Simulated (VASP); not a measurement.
V:

```
V
1.0
     2.69235    0.00000    0.00000
    -1.34617    2.33164    0.00000
     0.00000    0.00000    4.39661
V
2
Direct
  0.33333 0.66667 0.25000
  0.66667 0.33333 0.75000
```

This isn't the form of V at room conditions, which is bcc.

* Program: VASP 6.6.1
* Task: relaxation of cell and atoms
* Functional: r2SCAN
* Dispersion: rVV10
* Potentials or basis: VASP PAW PBE potentials, release 64 (V_sv)
* Cutoff: 600 eV
* k mesh: 18 × 18 × 10
* Occupations: gaussian, width 0.1 eV
* Spin: no spin polarisation

At the start: pressure -2.7 GPa; volume 13.80 Å³/atom.

Task: How do energy, volume and symmetry change on relaxing?

Result: Over 9 steps the energy falls by 42.1 meV/atom and the volume is 13.58 Å³/atom (-1.6 %); space group P6_3/mmc (No. 194, to 0.05 Å).

Step by step:
```csv
step,energy change (eV),largest force (eV/Å),pressure (GPa),volume (Å³)
1,0.0000,0.0000,-2.65,27.60
2,-0.0550,0.0000,3.56,26.68
3,-0.0592,0.0000,6.01,26.35
4,-0.0804,0.0000,2.93,26.74
5,-0.0805,0.0000,2.65,26.78
6,-0.0843,0.0000,0.23,27.12
7,-0.0843,0.0000,0.05,27.14
8,-0.0843,0.0000,0.01,27.15
9,-0.0843,0.0000,-0.02,27.15
```

Final structure:
```
V
1.0
     2.59514    0.00000    0.00000
    -1.29757    2.24746    0.00000
     0.00000    0.00000    4.65523
V
2
Cartesian
  0.0000 1.4983 1.1638
  1.2976 0.7492 3.4914
```

Caveat: the PAW data sets were made with another functional, which shifts forces and pressure a little.
